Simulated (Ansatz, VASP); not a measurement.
This is a calculation of Te for VASP 6.6.1.

File POSCAR:

```
Te
1.0
    4.5126119846      0.0000000000      0.0000000000
   -2.2563059923      3.9080366161      0.0000000000
    0.0000000000      0.0000000000      6.0019563082
Te
3
Direct
    0.7310000000      0.7310000000      0.0000000000
    0.0000000000      0.2690000000      0.6666666667
    0.2690000000      0.0000000000      0.3333333333
```

INCAR.step1

```
SYSTEM = Te
PREC = Accurate ; ENCUT = 520
ISMEAR = -1 ; SIGMA = 0.05
LREAL = .FALSE. ; LASPH = .TRUE.
NELM = 60 ; NBANDS = 16
GGA = PE ; ALGO = Normal
EDIFF = 1E-4 ; LWAVE = .TRUE.
LCHARG = .FALSE.
```

The input INCAR.step2:

```
SYSTEM = Te
PREC = Accurate ; ENCUT = 520
EDIFF = 1E-7 ; ISMEAR = -1
SIGMA = 0.05 ; LREAL = .FALSE.
LASPH = .TRUE. ; NELM = 60
ALGO = Normal ; ISIF = 2
LWAVE = .FALSE. ; LCHARG = .FALSE.
METAGGA = R2SCAN ; LMIXTAU = .TRUE.
NBANDS = 16 ; ISTART = 1
```

File KPOINTS:

```
regular mesh
0
G
  7 7 5
  0 0 0
```

Potentials or basis: VASP PAW PBE potentials, release 64 (Te).

The run is started by

```sh
$ cat potpaw_PBE.64/Te/POTCAR > POTCAR
$ cp INCAR.step1 INCAR
$ mpirun -np 1 vasp_std > vasp.out
$ cp INCAR.step2 INCAR
$ mpirun -np 1 vasp_std > vasp.out
```

Task: Translate it to Ansatz 0.2.0. Potentials there: Ansatz PAW.

Result: As run (the cutoff follows the program's own potentials):

The input input.yaml:

```yaml
crystal:
  lattice:
    - [4.5126119846, 0.0, 0.0]
    - [-2.2563059923, 3.9080366161, 0.0]
    - [0.0, 0.0, 6.0019563082]
  atoms:
    - { symbol: Te, position: [0.731, 0.731, 0.0] }
    - { symbol: Te, position: [0.0, 0.269, 0.6666666667] }
    - { symbol: Te, position: [0.269, 0.0, 0.3333333333] }
hamiltonian:
  xc: r2scan
  pseudopotentials: { kind: paw }
kpoints:
  mp_grid: { grid: [7, 7, 5] }
scf:
  occupations: { method: fermi_dirac, width: 0.05 }
output:
  forces: true
  stress: true
  eigenvalues: true
```

Potentials or basis: Ansatz PAW.

Run with:

```console
$ ansatz run input.yaml --threads 1 --pin off --max-ram 3584MiB --backend cpu --events-out ev --progress --plain --runs-dir out
```

Both were run:

|  | VASP | Ansatz | Ansatz less VASP |
| --- | --- | --- | --- |
| gap on the k mesh at the Fermi level (eV) | 0.78 | 0.79 | +0.007 |
| least direct gap on the mesh (eV) | 0.90 | 0.92 | +0.017 |
| pressure (GPa) | -1.0 | -1.0 | -0.01 |
| largest component of the traceless stress (GPa) | 0.49 | 0.51 | +0.023 |
| rms of the force components (eV/Å) | 0.152 | 0.165 | +0.0129 |

Atom by atom the forces differ by 0.013 eV/Å (rms over components). The two sets of potentials don't hold the same shells in valence.

Caveats: spin-orbit coupling is left out, which moves the levels of the heavy elements; the PAW data sets were made with another functional, which shifts forces and pressure a little (VASP); an odd mesh through Γ misses points on the zone boundary, where band edges often lie (VASP); odd divisions of the mesh miss points on the zone boundary, where band edges often lie, so the gap on the mesh can be too wide (Ansatz); the PAW data sets come from PBE, with cores solved anew for the run's functional, which leaves a small shift of forces and pressure (Ansatz).
